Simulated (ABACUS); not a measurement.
The system is Pb.

```
CELL_PARAMETERS angstrom
0.00000 2.47502 2.47502
2.47502 0.00000 2.47502
2.47502 2.47502 0.00000
ATOMIC_POSITIONS crystal
Pb 0.00000 0.00000 0.00000
```

| Property | Result |
| --- | --- |
| Program | ABACUS 3.10.1 |
| Task | relaxation of cell and atoms |
| Functional | revPBE |
| Potentials or basis | GBRV ultrasoft 1.5 PBE |
| Cutoff | 544 eV |
| Density cutoff | 4354 eV |
| Basis | plane waves |
| k mesh | 7 × 7 × 7 |
| Occupations | fermi-dirac, width 0.05 eV |
| Spin | no spin polarisation |

At the start: pressure 3.8 GPa; volume 30.32 Å³/atom.

Task: Where does the relaxation end?

Result: Over 3 steps the energy falls by 30.9 meV/atom and the volume is 33.06 Å³/atom (+9.0 %); space group Fm-3m (No. 225, to 0.05 Å).

The path:
```csv
step,energy change (eV),largest force (eV/Å),pressure (GPa),volume (Å³)
1,0.0000,0.0000,3.85,30.32
2,-0.0293,0.0000,-0.75,33.76
3,-0.0309,0.0000,0.01,33.06
```

Final structure:
```
Pb
1.0
     0.00000    2.54745    2.54745
     2.54745    0.00000    2.54745
     2.54745    2.54745    0.00000
Pb
1
Direct
  0.00000 0.00000 0.00000
```

Caveat: the potentials were made for another functional, which shifts forces and pressure.
